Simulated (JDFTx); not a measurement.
Li2S: single point with PBE

The system is Li2S.

```
CELL_PARAMETERS angstrom
0.00000 2.84450 2.84450
2.84450 0.00000 2.84450
2.84450 2.84450 0.00000
ATOMIC_POSITIONS crystal
S 0.00000 0.00000 0.00000
Li 0.75000 0.75000 0.75000
Li 0.25000 0.25000 0.25000
```

```yaml
Program: JDFTx 1.7.0 (patched build)
Task: single point
Functional: PBE
Potentials_or_basis: PseudoDojo-SR-PBE-0.5-standard
Cutoff: 1007 eV
Density_cutoff: 8055 eV
k_mesh: 8 × 8 × 8
Occupations: fermi-dirac, width 0.05 eV
Spin: no spin polarisation
```

The pressure is 0.4 GPa and the band gap on the k mesh is 3.39 eV, indirect (least direct gap 4.29 eV). The loewdin charges are S -1.15; Li +0.65 e.

Levels at points of the mesh, in eV from the valence-band top:
| k point | band 3 | band 4 | band 5 | band 6 | band 7 | band 8 | band 9 |
| --- | --- | --- | --- | --- | --- | --- | --- |
| (0.00, 0.00, 0.00) | -11.04 | 0.00 | 0.00 | 0.00 | 4.29 | 6.23 | 6.23 |
| (0.00, 0.00, 0.50) | -10.60 | -2.89 | -0.51 | -0.51 | 6.12 | 6.57 | 6.57 |
| (0.00, 0.50, 0.50) | -10.47 | -2.17 | -1.43 | -1.43 | 3.39 | 7.08 | 11.13 |

Wall time 66 s on 1 thread of Arm Neoverse V2 (shared host), peak memory 0.12 GiB.

A k mesh can miss the band edges.
